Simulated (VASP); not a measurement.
# Sn (I4_1/amd) in VASP: a series of runs

One crystal, Sn, is run at these levels: PBE+D3(BJ), PBE; tasks: relaxation of cell and atoms.

All numbers are computed with VASP 6.6.1; they aren't measurements. Logs are shortened: lines on timing, memory, paths and dates and some standing lists are left out, and cuts for length are marked.

## 1. Starting point

It takes space group I4_1/amd (No. 141, tetragonal). Conventional cell: a = 5.839 Å, b = 5.839 Å, c = 3.188 Å, α = 90.00°, β = 90.00°, γ = 90.00°. Sn (site symmetry -4m2) is surrounded by 6 Sn at 3.03 to 3.19 Å.

## 2. Relaxation of cell and atoms, PBE+D3(BJ)

Input file INCAR:

```
PREC = Accurate
ENCUT = 600
EDIFF = 1E-6
ISMEAR = 0
SIGMA = 0.03
LREAL = False
LASPH = True
NELM = 80
ALGO = Normal
ISIF = 3
LWAVE = False
LCHARG = False
GGA = PE
IVDW = 12
IBRION = 2
NSW = 90
EDIFFG = -0.01
```

Input file KPOINTS:

```
Automatic mesh
0
Gamma
  12 12 12
```

Input file POSCAR:

```
Sn
1.0
   -2.9196440750      2.9196440750      1.5938000000
    2.9196440750     -2.9196440750      1.5938000000
    2.9196440750      2.9196440750     -1.5938000000
Sn
2
Direct
    0.0000000000      0.0000000000      0.0000000000
    0.7500000000      0.2500000000      0.5000000000
```

Potentials or basis: VASP PAW PBE potentials, release 64 (Sn_d).

The run is started by

```
cat potpaw_PBE.64/Sn_d/POTCAR > POTCAR
mpirun -np 1 vasp_std > vasp.out
```

OUTCAR:

```text
PREC = Accurate
   ENCUT = 600
   EDIFF = 1E-6
   ISMEAR = 0
   LREAL = False
   LASPH = True
   NELM = 80
   ISIF = 3
   GGA = PE
   IVDW = 12
   IBRION = 2
   NSW = 90
   EDIFFG = -0.01
 IVDW          = 12

 ion  position               nearest neighbor table
   1  0.000  0.000  0.000-   2 3.03   2 3.03   2 3.03   2 3.03
   2  0.750  0.250  0.500-   1 3.03   1 3.03   1 3.03   1 3.03

  LATTYP: Found a body centered tetragonal cell.
 ALAT       =     5.8392881500
 C/A-ratio  =     0.5458884573

  Lattice vectors:

 A1 = (  -2.9196440750,   2.9196440750,   1.5938000000)
 A2 = (   2.9196440750,  -2.9196440750,   1.5938000000)
 A3 = (   2.9196440750,   2.9196440750,  -1.5938000000)

Analysis of symmetry for initial positions (statically):
=====================================================================
 Subroutine PRICEL returns:
 Original cell was already a primitive cell.

 Routine SETGRP: Setting up the symmetry group for a
 body centered tetragonal supercell.

 Subroutine GETGRP returns: Found 16 space group operations
 (whereof  8 operations were pure point group operations)
 out of a pool of 16 trial point group operations.

The static configuration has the point symmetry D_2d.
 The point group associated with its full space group is D_4h.

Analysis of symmetry for dynamics (positions and initial velocities):
=====================================================================
 Subroutine PRICEL returns:
 Original cell was already a primitive cell.

 Routine SETGRP: Setting up the symmetry group for a
 body centered tetragonal supercell.

 Subroutine GETGRP returns: Found 16 space group operations
 (whereof  8 operations were pure point group operations)
 out of a pool of 16 trial point group operations.

The dynamic configuration has the point symmetry D_2d.
 The point group associated with its full space group is D_4h.

 Subroutine INISYM returns: Found 16 space group operations
 (whereof  8 operations are pure point group operations),
 and found     1 'primitive' translations

----------------------------------------------------------------------------------------

                                     Primitive cell

  volume of cell :      54.3443

  direct lattice vectors                    reciprocal lattice vectors
    -2.919644075  2.919644075  1.593800000     0.000000000  0.171253751  0.313715648
     2.919644075 -2.919644075  1.593800000     0.171253751  0.000000000  0.313715648
     2.919644075  2.919644075 -1.593800000     0.171253751  0.171253751  0.000000000

  length of vectors
[... 68 lines left out ...]
   dimension x,y,z NGXF=    72 NGYF=   72 NGZF=   72
   ions per type =               2
   NGX,Y,Z   is equivalent  to a cutoff of  13.52, 13.52, 13.52 a.u.
   NGXF,Y,Z  is equivalent  to a cutoff of  27.04, 27.04, 27.04 a.u.
 SYSTEM =  unknown system
   PREC   = accura    normal or accurate (medium, high low for compatibility)
   ISTART =      0    job   : 0-new  1-cont  2-samecut
   ICHARG =      2    charge: 1-file 2-atom 10-const
   ISPIN  =      1    spin polarized calculation?
   LNONCOLLINEAR =      F non collinear calculations
   LSORBIT =      F    spin-orbit coupling
   LASPH  =      T    aspherical Exc in radial PAW
   ENCUT  =  600.0 eV  44.10 Ry    6.64 a.u.   8.84  8.84  8.84*2*pi/ulx,y,z
   NELM   =     80;   NELMIN=  2; NELMDL= -5     # of ELM steps
   EDIFF  = 0.1E-05   stopping-criterion for ELM
   LREAL  =      F    real-space projection
   EDIFFG = -.1E-01   stopping-criterion for IOM
   NSW    =     90    number of steps for IOM
   IBRION =      2    ionic relax: 0-MD 1-quasi-New 2-CG
   NFREE  =      1    steps in history (QN), initial steepest desc. (CG)
   ISIF   =      3    stress and relaxation
   ISYM   =      2    0-nonsym 1-usesym 2-fastsym
   POTIM  = 0.5000    time-step for ionic-motion
   TEBEG  =    0.0;   TEEND  =   0.0 temperature during run
   PSTRESS=    0.0 pullay stress
   NELECT =      28.0000    total number of electrons
   NUPDOWN=      -1.0000    fix difference up-down
   EMIN   =  10.00;   EMAX   =-10.00  energy-range for DOS
   EFERMI =   0.00;   METHOD = LEGACY
   ISMEAR =     0;   SIGMA  =   0.03  broadening in eV -4-tet -1-fermi 0-gaus
   EFERMI_NEDOS =   21; number of points for ismear=-14 and -15
   IALGO  =     38    algorithm
   IMIX   =      4    mixing-type and parameters
     AMIX     =   0.40;   BMIX     =  1.00
     AMIX_MAG =   1.60;   BMIX_MAG =  1.00
  volume/ion in A,a.u.               =      27.17       183.37
  Fermi-wavevector in a.u.,A,eV,Ry     =   1.312430  2.480134 23.435677  1.722474
  Thomas-Fermi vector in A             =   2.442823
   LORBIT       =      0    0 simple, 1 ext, 2 COOP (PROOUT), +10 PAW based schemes
   GGA     = PE    functional components
   LHFCALC =     F    Hartree Fock is set to
   AEXX    =    0.0000 exact exchange contribution
   IVDW    =    12    specifies the selected vdW correction
   LEPSILON=     F    determine dielectric tensor
   LRPA    =     F    only Hartree local field effects (RPA)
 conjugate gradient relaxation of ions
 non-spin polarized calculation
 Gauss-broadening in eV      SIGMA  =   0.03
  energy-cutoff  :      600.00
  volume of cell :       54.34
 maximum number of plane-waves:      1838
   NGX = 17   NGY = 17   NGZ = 17

--------------------------------------- Ionic step        1  -------------------------------------------

 number of electron      27.9999999 magnetization

 Free energy of the ion-electron system (eV)
  ---------------------------------------------------
  ext. energy  EPLUGINS =         0.00000000
  ---------------------------------------------------
  free energy    TOTEN  =        -7.59517478 eV

  energy without entropy =       -7.59454938  energy(sigma->0) =       -7.59486208

------------------------ aborting loop because EDIFF is reached ----------------------------------------

 Edisp (eV)   -0.77822

 E8    (eV) :    -0.3762
[... 71 lines left out ...]
--------------------------------------- Ionic step        3  -------------------------------------------

 number of electron      27.9999998 magnetization

 Free energy of the ion-electron system (eV)
  ---------------------------------------------------
  ext. energy  EPLUGINS =         0.00000000
  ---------------------------------------------------
  free energy    TOTEN  =        -7.59589933 eV

  energy without entropy =       -7.59542609  energy(sigma->0) =       -7.59566271

 E-fermi :   7.9522     XC(G=0): -10.2969

 val. band max:        7.9342289436   @ k =  -0.1667  -0.1667   0.1667
 cond. band min:       7.9542094689   @ k =   0.2500   0.0833  -0.0000
 fundamental gap:      0.0199805253
 Fermi energy:         7.9521814022

 k-point     1 :       0.0000    0.0000    0.0000
  band No.  band energies     occupation
      1     -13.7026      2.00000
      2     -13.6234      2.00000
      3     -13.5776      2.00000
      4     -13.5692      2.00000
      5     -13.4172      2.00000
      6     -13.4172      2.00000
[... 481 lines left out ...]
      5     -13.4674      2.00000
      6     -13.4408      2.00000
[... 10 lines left out ...]
     17      10.9404      0.00000
     18      13.3116      0.00000

 [... further k-points ...]

------------------------ aborting loop because EDIFF is reached ----------------------------------------

 Edisp (eV)   -0.77780

 E8    (eV) :    -0.3760
[... 25 lines left out ...]
  FREE ENERGIE OF THE ION-ELECTRON SYSTEM (eV)
  ---------------------------------------------------
  free  energy   TOTEN  =        -8.3737038832 eV

  energy  without entropy=       -8.3732306410  energy(sigma->0) =       -8.37346726

 reached required accuracy - stopping structural energy minimisation
```

OSZICAR:

```text
N       E                     dE             d eps       ncg     rms          rms(c)
DAV:   1     0.209617758637E+03    0.20962E+03   -0.16293E+04  5878   0.264E+03
DAV:   2     0.108185942362E+02   -0.19880E+03   -0.19649E+03  5868   0.473E+02
[... 17 lines left out ...]
   2 F= -.83736503E+01 E0= -.83733870E+01  d E =-.251748E-03
       N       E                     dE             d eps       ncg     rms          rms(c)
DAV:   1    -0.759644674085E+01   -0.74722E-03   -0.14791E-02  6528   0.111E+00    0.116E-01
DAV:   2    -0.759608531913E+01    0.36142E-03   -0.77373E-04  6746   0.502E-01    0.709E-02
DAV:   3    -0.759589553537E+01    0.18978E-03   -0.41180E-04  8058   0.317E-01    0.100E-02
DAV:   4    -0.759589998797E+01   -0.44526E-05   -0.70818E-05  6174   0.107E-01    0.549E-03
DAV:   5    -0.759589933045E+01    0.65752E-06   -0.18344E-06  3618   0.244E-02
   3 F= -.83737039E+01 E0= -.83734673E+01  d E =-.305316E-03
```

Run time: 2.3 min. Hardware: 1 thread of Intel Xeon 6975P-C (Granite Rapids), shared host; peak memory 0.34 GiB.

Results:

| Quantity | Value |
| --- | --- |
| Free energy | -8.3737 eV |
| Relaxed volume | 27.19 Å³/atom |
| Relaxed cell | a = 4.431 Å, b = 4.431 Å, c = 4.431 Å, α = 97.38°, β = 97.38°, γ = 137.99° |
| Space group after relaxing (to 0.05 Å) | I4_1/amd (No. 141) |
| Energy gained by relaxing | 0.2 meV/atom |
| Ionic steps | 3 |
| Pressure after relaxing | 0.0 GPa |
| Band gap on the k mesh | none (metal or under the smearing width) |
| Dispersion energy per atom | -0.389 eV |

The path:
```csv
step,energy change (eV),largest force (eV/Å),pressure (GPa),volume (Å³)
1,0.0000,0.0000,0.01,54.34
2,-0.0003,0.0000,0.02,54.36
3,-0.0003,0.0000,0.00,54.37
```

Final structure:
```
Sn
1.0
    -2.92520    2.92520    1.58860
     2.92520   -2.92520    1.58860
     2.92520    2.92520   -1.58860
Sn
2
Direct
  0.00000 0.00000 0.00000
  0.75000 0.25000 0.50000
```

Levels at points of the mesh, in eV from the Fermi level:
```
           k point  band 10  band 11  band 12  band 13  band 14  band 15  band 16  band 17  band 18
(0.00, 0.00, 0.00)   -21.16   -11.12    -3.67    -1.98    -1.98     2.97     6.19     6.19     6.88
(0.50, 0.00, 0.00)   -21.23    -6.90    -5.38    -2.32    -1.71    -1.12     2.26     2.85     4.67
(0.50, 0.50, 0.00)   -21.29    -8.89    -8.89     0.58     0.58     1.56     1.56     6.06     6.06
(0.50, 0.50, 0.50)   -21.35    -7.56    -7.56    -4.80    -4.80     5.09     5.09     9.34     9.34
```

Caveat: pairwise dispersion overbinds metals, which lowers pressure and volume.

(Continued in part 2 of 2.)
